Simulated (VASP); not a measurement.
These are PBE GGA, VASP's PBE PAW potentials (set 64) (plane waves; VASP 6.6.1) values and carry that method's errors.

VASP input:

### KPOINTS
```
Automatic mesh
0
Gamma
  1 1 1
0 0 0
```

File POSCAR:
```
InCuS2
1.0
 -2.8016030000   2.8016030000   5.6465310000
  2.8016030000  -2.8016030000   5.6465310000
  2.8016030000   2.8016030000  -5.6465310000
In Cu S
2 2 4
direct
  0.5000000000   0.5000000000   0.0000000000
  0.2500000000   0.7500000000   0.5000000000
  0.7500000000   0.2500000000   0.5000000000
  0.0000000000   0.0000000000   0.0000000000
  0.8750000000   0.9038000000   0.5288000000
  0.0962000000   0.6250000000   0.9712000000
  0.3750000000   0.3462000000   0.4712000000
  0.6538000000   0.1250000000   0.0288000000
```

### INCAR
```
ALGO = Normal
EDIFF = 1E-6
ENCUT = 300
GGA = PE
ISIF = 2
ISMEAR = -1
LASPH = T
LCHARG = F
LMAXMIX = 4
LREAL = F
LWAVE = F
NELM = 100
PREC = Accurate
SIGMA = 0.05
SYSTEM = InCuS2
```

POTCAR, in this order: In_d Cu S (PBE.64 set). Program: vasp_std.

Output of the run:

### OSZICAR
```
       N       E                     dE             d eps       ncg     rms          rms(c)
DAV:   1     0.615390219490E+03    0.61539E+03   -0.22889E+04    86   0.130E+03
DAV:   2     0.617319632473E+02   -0.55366E+03   -0.54184E+03    86   0.390E+02
DAV:   3    -0.309601410992E+02   -0.92692E+02   -0.90488E+02   121   0.177E+02
DAV:   4    -0.360039436301E+02   -0.50438E+01   -0.49844E+01   124   0.449E+01
DAV:   5    -0.361762218582E+02   -0.17228E+00   -0.17219E+00   140   0.832E+00    0.294E+01
DAV:   6    -0.426354340962E+02   -0.64592E+01   -0.13805E+02   116   0.169E+02    0.190E+01
DAV:   7    -0.321419045281E+02    0.10494E+02   -0.31608E+01   116   0.864E+01    0.927E+00
DAV:   8    -0.316248483819E+02    0.51706E+00   -0.94271E+00   132   0.623E+01    0.154E+01
DAV:   9    -0.312686031374E+02    0.35625E+00   -0.32453E+00   124   0.142E+01    0.456E+00
DAV:  10    -0.312884710724E+02   -0.19868E-01   -0.14199E-01   132   0.209E+00    0.450E+00
DAV:  11    -0.312705880047E+02    0.17883E-01   -0.22283E-01   108   0.861E+00    0.342E+00
DAV:  12    -0.313056950003E+02   -0.35107E-01   -0.57993E-02   132   0.246E+00    0.415E+00
DAV:  13    -0.312908959569E+02    0.14799E-01   -0.69231E-03   132   0.112E+00    0.366E+00
DAV:  14    -0.312852059688E+02    0.56900E-02   -0.25317E-01   132   0.102E+01    0.524E+00
DAV:  15    -0.312607447623E+02    0.24461E-01   -0.39409E-02   132   0.223E+00    0.249E+00
DAV:  16    -0.312546199666E+02    0.61248E-02   -0.40177E-03   124   0.859E-01    0.156E+00
DAV:  17    -0.312511019717E+02    0.35180E-02   -0.41384E-03   132   0.965E-01    0.626E-01
DAV:  18    -0.312509483130E+02    0.15366E-03   -0.14846E-03   132   0.321E-01    0.251E-01
DAV:  19    -0.312508878596E+02    0.60453E-04   -0.13577E-04   124   0.223E-01    0.572E-02
DAV:  20    -0.312509140933E+02   -0.26234E-04   -0.91276E-05   124   0.108E-01    0.139E-01
DAV:  21    -0.312508775540E+02    0.36539E-04   -0.48880E-05   140   0.110E-01    0.335E-02
DAV:  22    -0.312508783029E+02   -0.74895E-06   -0.24394E-05   116   0.650E-02    0.309E-02
DAV:  23    -0.312508803364E+02   -0.20334E-05   -0.13872E-05   100   0.654E-02    0.417E-02
DAV:  24    -0.312508801044E+02    0.23196E-06   -0.23671E-06    68   0.953E-03
   1 F= -.31250880E+02 E0= -.31174555E+02  d E =-.152650E+00
```

### OUTCAR
```
------------------------ aborting loop because EDIFF is reached ----------------------------------------
  FORCE on cell =-STRESS in cart. coord.  units (eV):
  Direction    XX          YY          ZZ          XY          YZ          ZX
  --------------------------------------------------------------------------------------
  Total        4.6223928      4.6223928     -6.8859250      0.0000000      0.0000000      0.0000000
  in kB       41.7755843     41.7755843    -62.2326046      0.0000000      0.0000000      0.0000000
  external PRESSURE =       7.1061880 kB  Pullay stress =       0.0000000 kB
  volume of cell :      177.28
      direct lattice vectors                 reciprocal lattice vectors
    -2.801603000  2.801603000  5.646531000     0.000000000  0.178469255  0.088549943
     2.801603000 -2.801603000  5.646531000     0.178469255  0.000000000  0.088549943
     2.801603000  2.801603000 -5.646531000     0.178469255  0.178469255  0.000000000
 POSITION                                       TOTAL-FORCE (eV/Angst)
 -----------------------------------------------------------------------------------
      0.00000      0.00000      5.64653         0.000000     -0.000000      0.000000
      2.80160      0.00000      2.82327         0.000000     -0.000000     -0.000000
      0.00000      2.80160      2.82327         0.000000     -0.000000      0.000000
      0.00000      0.00000      0.00000         0.000000     -0.000000      0.000000
      1.56217      1.40080      7.05816        -0.008652     -0.000000      0.000000
      4.20240      1.23943     -1.41163         0.000000      0.008652      0.000000
      1.23943      1.40080      1.41163         0.008652     -0.000000      0.000000
     -1.40080      1.56217      4.23490         0.000000     -0.008652      0.000000
 -----------------------------------------------------------------------------------
    total drift:                               -0.000069     -0.000069     -0.000054
  FREE ENERGIE OF THE ION-ELECTRON SYSTEM (eV)
  ---------------------------------------------------
  free  energy   TOTEN  =       -31.2508801044 eV

  energy  without entropy=      -31.0982296403  energy(sigma->0) =      -31.17455487
```
(Selected blocks of OUTCAR.)

At this cut-off the stress carries a Pulay error, which pulls relaxed volumes low.

The structure comes from a computed database's InCuS2 entry; how it stands against other phases isn't given here. The cell was not relaxed at this level. The k-mesh is coarse (spacing up to 1.59 per Å, 2π included), so the numbers may not be converged in it. The run is one of a series of settings (KPOINTS 1×1×1 Γ-centred mesh against the base run), some of them coarse on purpose.
